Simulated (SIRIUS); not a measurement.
Wanted: the native input for a SIRIUS 7.10.0 run.

- Task: single point
- Functional: PBEsol
- Potentials or basis: PseudoDojo 0.4.1 PBEsol standard (scalar relativistic)
- Cutoff: 1388 eV
- Density cutoff: 5552 eV
- k mesh: 7 × 7 × 4
- Occupations: fermi-dirac, width 0.05 eV
- Spin: no spin polarisation
- Libxc names: ["XC_GGA_X_PBE_SOL", "XC_GGA_C_PBE_SOL"]
- Energy tol: 1e-08 Ha
- Density tol: 1e-06
- Mixer: anderson
- Mixing beta: 0.7
- Max scf: 100
- Radial cutoff for the potentials' integrals: 6.5 bohr

The system is CdSe (Cadmoselite).

```xyz
4
Lattice="4.3000 0.0000 0.0000 -2.1500 3.7239 0.0000 0.0000 0.0000 7.0200" Properties=species:S:1:pos:R:3 pbc="T T T"
Cd    2.1500    1.2413    3.5100
Cd    0.0000    2.4826    0.0000
Se    2.1500    1.2413    6.2127
Se    0.0000    2.4826    2.7027
```

These files were run (other wordings do the same):

sirius.json

```json
{
  "control": {
    "processing_unit": "cpu",
    "verbosity": 2,
    "num_bands_to_print": 49,
    "print_forces": true,
    "print_stress": true
  },
  "parameters": {
    "electronic_structure_method": "pseudopotential",
    "xc_functionals": ["XC_GGA_X_PBE_SOL", "XC_GGA_C_PBE_SOL"],
    "gk_cutoff": 10.1,
    "pw_cutoff": 20.2,
    "ngridk": [7, 7, 4],
    "shiftk": [0, 0, 0],
    "smearing": "fermi_dirac",
    "smearing_width": 0.0018374661,
    "num_bands": 49,
    "num_mag_dims": 0,
    "num_dft_iter": 100,
    "energy_tol": 1e-08,
    "density_tol": 1e-06
  },
  "iterative_solver": {
    "type": "davidson",
    "min_tolerance": 1e-09,
    "tolerance_scale": [0.1, 0.25]
  },
  "mixer": {
    "type": "anderson",
    "beta": 0.7,
    "max_history": 8
  },
  "settings": {
    "tol_ne": 1e-10,
    "pseudo_grid_cutoff": 6.5
  },
  "unit_cell": {
    "lattice_vectors": [
      [8.125822335891, 0.0, 0.0],
      [-4.062911167945, 7.037168569571, 0.0],
      [0.0, 0.0, 13.265877394873]
    ],
    "atom_coordinate_units": "lattice",
    "atom_types": ["Cd", "Se"],
    "atom_files": {
      "Cd": "Cd.json",
      "Se": "Se.json"
    },
    "atoms": {
      "Cd": [
        [0.6666666667, 0.3333333333, 0.5],
        [0.3333333333, 0.6666666667, 0.0]
      ],
      "Se": [
        [0.6666666667, 0.3333333333, 0.885],
        [0.3333333333, 0.6666666667, 0.385]
      ]
    }
  }
}
```

Potentials or basis: PseudoDojo 0.4.1 PBEsol standard (scalar relativistic).

The run is started by

```bash
$ upf_to_json Cd.upf
$ upf_to_json Se.upf
$ OMP_NUM_THREADS=1 sirius.scf --input=sirius.json --output=out.json --task=0
```

Results of the run:

```json
{"Pressure": "0.2 GPa", "Largest force": "0.267 eV/Å", "Band gap on the k mesh": "0.58 eV"}
```

Caveat: an odd mesh through Γ misses points on the zone boundary, where band edges often lie.

Wall time 9.1 min on 1 thread of Arm Neoverse V1 (shared host), peak memory 1.2 GiB.
